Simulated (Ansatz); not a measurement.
BaSnO₃ (Pm-3m), r2SCAN with spin-orbit coupling, rigid bands in Ansatz (an electronic-structure program): N_v = 3.37e20 cm⁻³ at 300 K and a hole conductivity mass of 1.96 mₑ.

Task: For 1e16 holes per cm³ at 300 K, place the Fermi level, estimate the Seebeck coefficient of a parabolic band with constant τ, and give mobility and conductivity for τ = 50 fs.

Result: The level lies k_BT ln(N_v/p) = 0.270 eV above the valence-band maximum. S ≈ +(k_B/e)[ln(N_v/p) + 5/2] = 1114 μV/K, against 1130 μV/K from the full bands (mean over directions). μ = eτ/m = 44.9 cm²/(V·s) and σ = peμ = 0.0719 S/cm. τ is assumed, not computed.

Band transport and this doping are assumed; polarons and phonon drag are left out.
